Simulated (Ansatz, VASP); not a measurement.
# C: VASP beside Ansatz

INCAR

```
  ALGO = Normal
  EDIFF = 1E-6
  ENCUT = 520
  GGA = PE
  ISIF = 2
  ISMEAR = 0
  LASPH = T
  LCHARG = F
  LREAL = F
  LWAVE = F
  NBANDS = 11
  NELM = 80
  PREC = Accurate
  SIGMA = 0.02
```

Contents of KPOINTS:

```
k-points
0
Gamma
  12 12 12
```

The input POSCAR:

```
C
1.0
    0.0000000000      1.7405092300      1.7405092300
    1.7405092300      0.0000000000      1.7405092300
    1.7405092300      1.7405092300      0.0000000000
C
2
Direct
    0.5000000000      0.5000000000      0.5000000000
    0.7500000000      0.7500000000      0.7500000000
```

Input for Ansatz:

```yaml
crystal:
  lattice:
    - [0.0, 1.74050923, 1.74050923]
    - [1.74050923, 0.0, 1.74050923]
    - [1.74050923, 1.74050923, 0.0]
  atoms:
    - { symbol: C, position: [0.5, 0.5, 0.5] }
    - { symbol: C, position: [0.75, 0.75, 0.75] }
basis:
  ecutwfc: 420
kpoints:
  mp_grid: { grid: [12, 12, 12] }
hamiltonian:
  xc: pbe
scf:
  occupations: { method: gaussian, width: 0.02 }
output:
  forces: true
  stress: true
  eigenvalues: true
```

Alike in both runs: task single point; functional PBE; k mesh 12 × 12 × 12; occupations gaussian, width 0.02 eV; no spin polarisation.

|  | VASP | Ansatz |
| --- | --- | --- |
| version | VASP 6.6.1 | Ansatz 0.2.0 |
| potentials or method | VASP PAW PBE potentials, release 64 (C) | scalar-relativistic, plane waves, PAW |
| plane-wave cutoff (eV) | 520 | 420 |
| valence electrons in the cell | 8 | 8 |

Ansatz gave:

- gap on the k mesh at the Fermi level (eV): 4.33
- least direct gap on the mesh (eV): 5.80
- pressure (GPa): 38.4

Problem. What did VASP give for the same quantities?

Solution. gap on the k mesh at the Fermi level (eV): 4.32; least direct gap on the mesh (eV): 5.79; pressure (GPa): 39.4.

With one functional, cell and mesh, what is left measures potentials, basis and numerics.

Caveats: so large a pressure means that the cell lies far from this level's equilibrium, or that cutoff or potentials fall short (VASP).
